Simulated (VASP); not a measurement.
# As: relaxed cell and band gap, by functional

As, R-3m (no. 166), 2 atoms in the cell.

| Functional | Volume (Å³/atom) | Change from the starting volume (fraction) | Gap, path and mesh (eV) | Time (s) |
|---|---|---|---|---|
| MN15-L (libxc) | 28.86 | 0.341 | 0.75 | 2626 |
| PKZB (libxc) | 23.19 | 0.077 | 0.00 | 1636 |

## Input of the first row

INCAR.step1:
```
PREC     = Accurate       # precision mode
ENCUT    = 600            # plane-wave cutoff, eV
EDIFF    = 1E-5           # SCF threshold, eV
ISMEAR   = 0              # smearing method
SIGMA    = 0.02           # smearing width, eV
LREAL    = F              # projectors in reciprocal space
LASPH    = T              # aspherical terms in the spheres
GGA_COMPAT= F            
ALGO     = Normal         # electronic algorithm
NELM     = 150            # most SCF steps
ISIF     = 2              # what is computed and relaxed
LWAVE    = T              # write WAVECAR
LCHARG   = F              # write CHGCAR
GGA      = PE             # functional
KPAR     = 2             
```

INCAR.step2:
```
PREC     = Accurate       # precision mode
ENCUT    = 600            # plane-wave cutoff, eV
EDIFF    = 1E-7           # SCF threshold, eV
ISMEAR   = 0              # smearing method
SIGMA    = 0.02           # smearing width, eV
LREAL    = F              # projectors in reciprocal space
LASPH    = T              # aspherical terms in the spheres
GGA_COMPAT= F            
ALGO     = All            # electronic algorithm
NELM     = 150            # most SCF steps
ISIF     = 3              # what is computed and relaxed
LWAVE    = F              # write WAVECAR
LCHARG   = F              # write CHGCAR
METAGGA  = LIBXC          # meta-GGA
LIBXC1   = MGGA_X_MN15_L
LIBXC2   = MGGA_C_MN15_L
LMIXTAU  = T            
IBRION   = 2              # ionic algorithm
EDIFFG   = -0.005         # ionic threshold
NSW      = 60             # ionic steps
ISTART   = 1            
KPAR     = 2             
```

INCAR.step3, as INCAR.step2 but for:
```
- NSW = 60
- ISTART = 1
+ NSW = 40
```

INCAR.step4, as INCAR.step3 but for:
```
- ISIF = 3
- IBRION = 2
- EDIFFG = -0.005
- NSW = 40
+ ISIF = 2
+ NBANDS = 12
```

KPOINTS:
```
k-points
0
Gamma
  7 7 7
```

KPOINTS_OPT:
```
path GLB1,BZGX,QFP1Z,LP
8
line-mode
reciprocal
 0.0000000000  0.0000000000  0.0000000000  G
 0.5000000000  0.0000000000  0.0000000000  L

 0.5000000000  0.0000000000  0.0000000000  L
 0.5000000000  0.2303245873 -0.2303245873  B1

 0.7696754127  0.5000000000  0.2303245873  B
 0.5000000000  0.5000000000  0.5000000000  Z

 0.5000000000  0.5000000000  0.5000000000  Z
 0.0000000000  0.0000000000  0.0000000000  G

 0.0000000000  0.0000000000  0.0000000000  G
 0.3651622936  0.0000000000 -0.3651622936  X

 0.6348377064  0.3651622936  0.0000000000  Q
 0.5000000000  0.5000000000  0.0000000000  F

 0.5000000000  0.5000000000  0.0000000000  F
 0.6348377064  0.6348377064  0.2303245873  P1

 0.6348377064  0.6348377064  0.2303245873  P1
 0.5000000000  0.5000000000  0.5000000000  Z

 0.5000000000  0.0000000000  0.0000000000  L
 0.7696754127  0.3651622936  0.3651622936  P
```

POSCAR.step1:
```
As
1.0
    1.8807968987      1.0858785957      3.5140619945
   -1.8807968987      1.0858785957      3.5140619945
    0.0000000000     -2.1717571915      3.5140619945
As
2
Direct
    0.2260000000      0.2260000000      0.2260000000
    0.7740000000      0.7740000000      0.7740000000
```

Commands (each step's output is kept before the next begins):
```
cat potpaw_PBE.64/As/POTCAR > POTCAR
cp INCAR.step1 INCAR
cp POSCAR.step1 POSCAR
mpirun -np 2 vasp_std > vasp.out
cp INCAR.step2 INCAR
mpirun -np 2 vasp_std > vasp.out
cp CONTCAR POSCAR
rm WAVECAR CHG
cp INCAR.step3 INCAR
mpirun -np 2 vasp_std > vasp.out
cp CONTCAR POSCAR
rm WAVECAR CHG
cp INCAR.step4 INCAR
mpirun -np 2 vasp_std > vasp.out
```

Changes of the last row against the first:
```
- LIBXC1 = MGGA_X_MN15_L
- LIBXC2 = MGGA_C_MN15_L
+ LIBXC1 = MGGA_X_PKZB
+ LIBXC2 = MGGA_C_PKZB
```

VASP 6.6.1 took 2626 s on 2 cores (Intel Xeon Platinum 8488C (Sapphire Rapids)), a shared host.
